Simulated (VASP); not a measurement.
# Br2 in VASP: a series of runs, part 2 of 2

VASP 6.6.1.

### 5 Single point, PBEsol

File INCAR:

```
ALGO = Fast ; EDIFF = 1E-6
ENCUT = 400 ; GGA = PS
ISIF = 2 ; ISMEAR = 0
ISYM = 0 ; LASPH = True
LCHARG = False ; LREAL = False
LWAVE = False ; NELM = 60
PREC = Accurate ; SIGMA = 0.01
```

File KPOINTS:

```
k-points
0
Gamma
  1 1 1
```

File POSCAR:

```
Br                                      
1.0
   12.4722938544      0.0000000000      0.0000000000
    0.0000000000     12.9722938544      0.0000000000
    0.0000000000      0.0000000000     13.4722938544
  Br            
     2
Selective dynamics
Direct
     0.5078502952000008    0.4603059263999967    0.5731981456000028   F   F   F
     0.4919773384325052    0.5483676664406775    0.4251855135840616   T   T   T
```

Potentials or basis: VASP PAW PBE potentials, release 64 (Br).

On the command line:

```console
$ cat potpaw_PBE.64/Br/POTCAR > POTCAR
$ mpirun -np 4 vasp_gam > vasp.out
```

OUTCAR:

```text
EDIFF = 1E-6
   ENCUT = 400
   GGA = PS
   ISIF = 2
   ISMEAR = 0
   ISYM = 0
   LASPH = True
   LREAL = False
   NELM = 60
   PREC = Accurate

 ion  position               nearest neighbor table
   1  0.508  0.460  0.573-   2 2.31
   2  0.492  0.548  0.425-   1 2.31

IMPORTANT INFORMATION: All symmetrisations will be switched off!
NOSYMM: (Re-)initialisation of all symmetry stuff for point group C_1.

----------------------------------------------------------------------------------------

                                     Primitive cell

  volume of cell :    2179.7398

  direct lattice vectors                    reciprocal lattice vectors
    12.472293854  0.000000000  0.000000000     0.080177713  0.000000000  0.000000000
     0.000000000 12.972293854  0.000000000     0.000000000  0.077087369  0.000000000
     0.000000000  0.000000000 13.472293854     0.000000000  0.000000000  0.074226409

  length of vectors
    12.472293854 12.972293854 13.472293854     0.080177713  0.077087369  0.074226409

  position of ions in fractional coordinates (direct lattice)
     0.507850295  0.460305926  0.573198146
     0.491977338  0.548367666  0.425185514

  ion indices of the primitive-cell ions
   primitive index   ion index
                 1           1
                 2           2

----------------------------------------------------------------------------------------

 KPOINTS: k-points

Automatic generation of k-mesh.
 Grid dimensions read from file:
 generate k-points for:    1    1    1

 Generating k-lattice:

  Cartesian coordinates                     Fractional coordinates (reciprocal lattice)
     0.080177713  0.000000000  0.000000000     1.000000000  0.000000000  0.000000000
     0.000000000  0.077087369  0.000000000     0.000000000  1.000000000  0.000000000
     0.000000000  0.000000000  0.074226409     0.000000000  0.000000000  1.000000000

  Length of vectors
     0.080177713  0.077087369  0.074226409

[... 50 lines left out ...]
  volume/ion in A,a.u.               =    1089.87      7354.81
  Fermi-wavevector in a.u.,A,eV,Ry     =   0.304310  0.575062  1.259960  0.092604
  Thomas-Fermi vector in A             =   1.176283
   LORBIT       =      0    0 simple, 1 ext, 2 COOP (PROOUT), +10 PAW based schemes
   GGA     = PS    functional components
   LHFCALC =     F    Hartree Fock is set to
   AEXX    =    0.0000 exact exchange contribution
   IVDW    =     0    specifies the selected vdW correction
   LEPSILON=     F    determine dielectric tensor
   LRPA    =     F    only Hartree local field effects (RPA)
 non-spin polarized calculation
 RMM-DIIS sequential band-by-band and
 Gauss-broadening in eV      SIGMA  =   0.01
  energy-cutoff  :      400.00
  volume of cell :     2179.74
 maximum number of plane-waves:     19819
 NGX is ok and might be reduce to    84
   NGX = 41   NGY = 43   NGZ = 43

 number of electron      13.9999996 magnetization

 Free energy of the ion-electron system (eV)
  ---------------------------------------------------
  ext. energy  EPLUGINS =         0.00000000
  ---------------------------------------------------
  free energy    TOTEN  =        -3.24684825 eV

  energy without entropy =       -3.24684825  energy(sigma->0) =       -3.24684825

 E-fermi :  -6.5394     XC(G=0):  -0.5267

 val. band max:       -6.6464472627   @ k =   0.0000   0.0000   0.0000
 cond. band min:      -4.4665428915   @ k =   0.0000   0.0000   0.0000
 fundamental gap:      2.1799043711
 Fermi energy:        -6.5393567973

 k-point     1 :       0.0000    0.0000    0.0000
  band No.  band energies     occupation
      1     -21.8059      2.00000
      2     -19.0084      2.00000
      3     -10.6785      2.00000
      4      -8.6532      2.00000
      5      -8.6529      2.00000
      6      -6.6468      2.00000
      7      -6.6464      2.00000
      8      -4.4665      0.00000
      9      -0.3612      0.00000
     10       0.5522      0.00000
     11       0.5991      0.00000
     12       0.7471      0.00000

------------------------ aborting loop because EDIFF is reached ----------------------------------------

  FORCE on cell =-STRESS in cart. coord.  units (eV):
  Direction    XX          YY          ZZ          XY          YZ          ZX
  --------------------------------------------------------------------------------------
  -------------------------------------------------------------------------------------
  Total       -0.0291353     -0.1952652     -0.5458193      0.0295948      0.2977875     -0.0515850
  in kB       -0.0214154     -0.1435261     -0.4011943      0.0217531      0.2188832     -0.0379166
  external PRESSURE =      -0.1887119 kB  Pullay stress =       0.0000000 kB

 VOLUME and BASIS-vectors are now :
 -----------------------------------------------------------------------------
  energy-cutoff  :      400.00
  volume of cell :     2179.74
      direct lattice vectors                 reciprocal lattice vectors
    12.472293854  0.000000000  0.000000000     0.080177713  0.000000000  0.000000000
     0.000000000 12.972293854  0.000000000     0.000000000  0.077087369  0.000000000
     0.000000000  0.000000000 13.472293854     0.000000000  0.000000000  0.074226409

 POSITION                                       TOTAL-FORCE (eV/Angst)
 -----------------------------------------------------------------------------------
      6.33406      5.97122      7.72229        -0.026156      0.148970     -0.260920
      6.13609      7.11359      5.72822         0.026156     -0.148970      0.260920
 -----------------------------------------------------------------------------------
    total drift:                                0.000027     -0.000551     -0.000142

  FREE ENERGIE OF THE ION-ELECTRON SYSTEM (eV)
  ---------------------------------------------------
  free  energy   TOTEN  =        -3.2468482465 eV

  energy  without entropy=       -3.2468482465  energy(sigma->0) =       -3.24684825
```

OSZICAR:

```text
N       E                     dE             d eps       ncg     rms          rms(c)
DAV:   1     0.125277173508E+03    0.12528E+03   -0.25868E+03    32   0.513E+02
DAV:   2     0.355054680162E+02   -0.89772E+02   -0.86585E+02    40   0.823E+01
DAV:   3    -0.144250707711E+01   -0.36948E+02   -0.36859E+02    40   0.750E+01
[... 14 lines left out ...]
RMM:  18    -0.324683956237E+01   -0.14154E-04   -0.14279E-06    27   0.459E-03    0.121E-03
RMM:  19    -0.324684460939E+01   -0.50470E-05   -0.58688E-07    23   0.316E-03    0.609E-04
RMM:  20    -0.324684599546E+01   -0.13861E-05   -0.11550E-07    19   0.180E-03    0.367E-04
RMM:  21    -0.324684796591E+01   -0.19705E-05   -0.16314E-07    23   0.193E-03    0.131E-04
RMM:  22    -0.324684824645E+01   -0.28054E-06   -0.16158E-08    18   0.114E-03
   1 F= -.32468482E+01 E0= -.32468482E+01  d E =-.132080E-51
```

Run time: 19 s. Hardware: 4 MPI ranks of Intel Xeon 6975P-C (Granite Rapids), shared host; peak memory 0.42 GiB.

What came out:

- Free energy: -3.2468 eV
- Largest force: 0.302 eV/Å
- Gap between the frontier levels: 2.18 eV

Forces in eV/Å, atoms in the order of the input:
```
Br  -0.026  0.149 -0.261
Br   0.026 -0.149  0.261
```

Levels at points of the mesh, in eV from the valence-band top:
```
           k point  band 4  band 5  band 6  band 7  band 8  band 9  band 10  band 11
(0.00, 0.00, 0.00)   -2.01   -2.01    0.00    0.00    2.18    6.29     7.20     7.25
```

Caveat: the PAW data sets were made with another functional, which shifts forces and pressure a little.

### 6 Summary

```csv
level,potentials or basis,gap on the mesh (eV),largest force (eV/Å)
optB86b-vdW,"VASP PAW PBE potentials, release 64 (Br)",2.18,0.06
rev-vdW-DF2,"VASP PAW PBE potentials, release 64 (Br)",2.16,0.09
LDA,"VASP PAW LDA potentials, release 64 (Br)",2.10,0.47
PBEsol,"VASP PAW PBE potentials, release 64 (Br)",2.18,0.30
```

Alike in all rows: task single point; no spin polarisation; cell as given; k mesh 1 × 1 × 1; cutoff (eV) 400; smearing gaussian 0.01 eV.

Caveats: the PAW data sets were made with another functional, which shifts forces and pressure a little (some runs).

Total energies depend on the potentials used, so only differences within one code and one set of settings carry meaning.
